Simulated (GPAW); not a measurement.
**BN: single point with PBE**

BN:

```
N B
1.0
     2.49824    0.00000    0.00000
    -1.24912    2.16354    0.00000
     0.00000    0.00000    6.63570
N B
2 2
Direct
  0.66667 0.33333 0.25000
  0.33333 0.66667 0.75000
  0.66667 0.33333 0.75000
  0.33333 0.66667 0.25000
```

```yaml
Program: GPAW 26.7.0
Task: single point
Functional: PBE
Potentials_or_basis: GPAW PAW data sets (gpaw-data 1.2.1)
Cutoff: 650 eV
Basis: pw
k_mesh: 10 × 10 × 4
Occupations: fermi-dirac, width 0.05 eV
Spin: no spin polarisation
```

The pressure is 0.3 GPa and the band gap on the k mesh is 4.24 eV, indirect (least direct gap 4.68 eV).

Stress tensor (GPa, compression positive):
```
 1.53  0.00  0.00
 0.00  1.53  0.00
 0.00  0.00 -2.06
```

Levels at points of the mesh, in eV from the valence-band top:
| k point | band 6 | band 7 | band 8 | band 9 | band 10 | band 11 |
| --- | --- | --- | --- | --- | --- | --- |
| (0.00, 0.00, 0.00) | -1.36 | -1.33 | -1.33 | 5.23 | 10.32 | 11.58 |
| (0.00, 0.00, 0.50) | -1.34 | -1.34 | -1.34 | 7.61 | 7.61 | 11.64 |
| (0.50, 0.50, 0.00) | -4.14 | -1.49 | -0.48 | 4.24 | 5.62 | 9.56 |
| (0.50, 0.50, 0.50) | -4.16 | -0.97 | -0.97 | 4.71 | 4.71 | 9.95 |

Wall time 19 s on 1 thread of Arm Neoverse V1, on a shared host, peak memory 0.16 GiB.

Caveat: the cutoff is short for stress and forces, so pressures can be off by a GPa or more; this functional lacks dispersion, which binds the layers, so the pressure and a relaxed spacing across them are unreliable. Expect the measured gap to be larger: semilocal functionals such as PBE lack the derivative discontinuity.
